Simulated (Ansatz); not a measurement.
The cell of Ge is invented: random cell by space group and Wyckoff sites (Cmmm, No. 65). The dimensions are guesses.

```
CELL_PARAMETERS angstrom
1.33970 -2.27601 0.00000
1.33970 2.27601 0.00000
0.00000 0.00000 3.91961
ATOMIC_POSITIONS crystal
Ge 0.50000 0.50000 0.00000
```

All numbers below come from DFT PBE, scalar-relativistic, plane waves, PAW (Ansatz). Cutoff 420 eV, Gaussian smearing, Γ-centred meshes. Cell and atoms relax first on a coarse mesh and then on a finer one. In between, the cell is made exact in the group found at 0.06 Å. In metals the finer mesh still leaves noise of several meV/atom or more. The steps can't lower the symmetry of their start. No spin polarisation.

A guess keeps its type if space group and coordination stay and the shape of the cell changes little (axis ratios within about 15 %, angles within 6°); the volume may change.

Question: Does this structure survive the relaxation?

Answer: It doesn't keep its type. The symmetry goes from Cmmm (No. 65) to P6/mmm (No. 191). The end has the simple hexagonal type. The volume per atom shrinks by 19.1 %, from 23.9 to 19.3 Å³. The shortest distance goes from 2.64 Å (Ge–Ge) to 2.69 Å (Ge–Ge). Counting neighbours within 15 % of an atom's shortest distance, the start has Ge 6 and the end Ge 8. In detail, at the end around Ge lie 2 Ge at 2.69 Å and 6 Ge at 2.88 Å.

```cif
data_structure
_symmetry_space_group_name_H-M 'P 1'
_symmetry_Int_Tables_number 1
_cell_length_a 2.8789
_cell_length_b 2.8789
_cell_length_c 2.6933
_cell_angle_alpha 90.000
_cell_angle_beta 90.000
_cell_angle_gamma 120.000
_cell_volume 19.33
loop_
_atom_site_label
_atom_site_type_symbol
_atom_site_fract_x
_atom_site_fract_y
_atom_site_fract_z
_atom_site_occupancy
Ge1 Ge 0.00000 0.00000 0.00000 1
```

The last run used a 24×24×20 mesh (in the run's order of axes) for its 1-atom cell and Gaussian smearing of 0.10 eV. A structure relaxed within its symmetry needn't be a true minimum.
